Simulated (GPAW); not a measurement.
Input of a GPAW 26.7.0 run:

Contents of run.py:

```python
from ase import Atoms
from ase.dft.bandgap import bandgap
from ase.io import write
from gpaw import GPAW, PW
from gpaw.response.df import DielectricFunction

atoms = Atoms(['Mo', 'Mo', 'S', 'S', 'S', 'S'],
              cell=[[3.169, 0.0, 0.0],
                    [-1.5845, 2.7444345046, 0.0],
                    [0.0, 0.0, 12.324]],
              scaled_positions=[[0.6666666667, 0.3333333333, 0.75],
                                [0.3333333333, 0.6666666667, 0.25],
                                [0.6666666667, 0.3333333333, 0.377],
                                [0.3333333333, 0.6666666667, 0.877],
                                [0.6666666667, 0.3333333333, 0.123],
                                [0.3333333333, 0.6666666667, 0.623]],
              pbc=True)

calc = GPAW(mode=PW(450),
            xc='PBE',
            kpts={'size': (8, 8, 2), 'gamma': True},
            occupations={'name': 'fermi-dirac', 'width': 0.001},
            nbands=46,
            convergence={'density': 1e-06},
            maxiter=150,
            txt='gpaw.txt')
atoms.calc = calc
energy = atoms.get_potential_energy()
calc.write('gs.gpw')
write('result.traj', atoms)
print(f'Energy: {energy:.6f} eV')
print('Fermi level:', round(calc.get_fermi_level(), 4), 'eV')
print(f'Gap: {bandgap(calc)[0]:.4f} eV, direct: {bandgap(calc, direct=True)[0]:.4f} eV')

dense = calc.fixed_density(kpts={'size': (12, 12, 3), 'gamma': True},
                           nbands=80, convergence={'bands': 74, 'eigenstates': 1e-7},
                           update_fermi_level=True, txt='dense.txt')
dense.write('dense.gpw', mode='all')

df = DielectricFunction('dense.gpw', frequencies={'type': 'nonlinear', 'domega0': 0.05, 'omega2': 10},
                        eta=0.1, ecut=50, nbands=74, eshift=1.5, intraband=False, txt='df.txt')
for direction in ['x', 'z']:
    df.get_dielectric_function(xc='RPA', direction=direction, filename=f'df_{direction}.csv')
    e0, e = df.get_macroscopic_dielectric_constant(xc='RPA', direction=direction)
    print(f'{direction}: static eps {e0:.4f} without, {e:.4f} with local fields')
```

Potentials or basis: GPAW PAW data sets (gpaw-data 1.2.1), pw.

Launch:

```bash
$ OMP_NUM_THREADS=1 python run.py
```

Question: What does it give for the band gap on the k mesh?

Answer: 0.97 eV, indirect (least direct gap 1.91 eV).

Dielectric function (mean over the directions given):
| energy (eV) | real part | imaginary part |
| --- | --- | --- |
| 0.25 | 8.43 | 0.01 |
| 0.67 | 8.54 | 0.04 |
| 1.15 | 8.78 | 0.07 |
| 1.66 | 9.23 | 0.11 |
| 2.18 | 10.03 | 0.20 |
| 2.66 | 11.35 | 0.39 |
| 3.17 | 13.92 | 2.15 |
| 3.56 | 16.96 | 4.71 |
| 4.03 | 15.15 | 12.72 |
| 4.51 | 6.23 | 16.62 |
| 5.01 | 3.06 | 10.02 |
| 5.53 | 3.12 | 11.37 |
| 6.07 | 0.22 | 8.53 |
| 6.55 | -0.08 | 6.77 |
| 6.87 | -0.17 | 7.25 |
| 7.38 | -0.63 | 5.47 |
| 7.90 | -0.33 | 4.65 |
| 8.43 | -0.04 | 3.88 |
| 8.89 | 0.06 | 3.64 |
| 9.47 | -0.52 | 2.94 |
| 9.76 | 0.39 | 2.41 |
| 10.26 | 1.80 | 2.41 |
| 10.78 | 2.39 | 4.01 |
| 11.31 | 1.46 | 4.91 |
| 11.85 | 0.47 | 5.00 |
| 12.30 | -0.17 | 4.41 |
| 12.77 | -0.63 | 4.78 |
| 13.24 | -1.23 | 3.78 |
| 13.72 | -1.44 | 3.16 |
| 14.22 | -1.19 | 2.69 |
| 14.73 | -1.51 | 2.30 |
| 15.26 | -0.82 | 1.82 |
| 15.80 | -0.51 | 2.13 |
| 16.21 | -0.91 | 1.82 |
| 16.78 | -0.79 | 1.72 |
| 17.36 | -0.91 | 1.60 |
| 17.96 | -0.77 | 1.21 |
| 18.58 | -0.50 | 1.12 |
| 19.22 | -0.52 | 1.11 |
| 19.87 | -0.51 | 0.88 |

Caveat: the long-wavelength limit can be off by several per cent where d states take part; independent-particle spectra lack excitons; an odd mesh through Γ misses points on the zone boundary, where band edges often lie.

**The experiment to reproduce.**

“Multiwavelength excitation Raman Scattering Analysis of bulk and 2 dimensional MoS2: Vibrational properties of atomically thin MoS2 layers”, 2015, arxiv:1506.03228 reports, for a bulk crystal of MoS2 at 300 K: band gap 1.3 eV (indirect).

A measured gap of MoS2 is 1.3 eV (indirect; 300 K; “Multiwavelength excitation Raman Scattering Analysis of bulk and 2 dimensional MoS2: Vibrational properties of atomically thin MoS2 layers”, 2015, arxiv:1506.03228); the calculated 0.97 eV misses it by -0.33 eV. Spin-orbit coupling on Mo is left out. The value is that of PBE on a finite k mesh, which can miss the band edges, without temperature or zero-point motion. Semilocal functionals fall short of measured gaps as a rule.
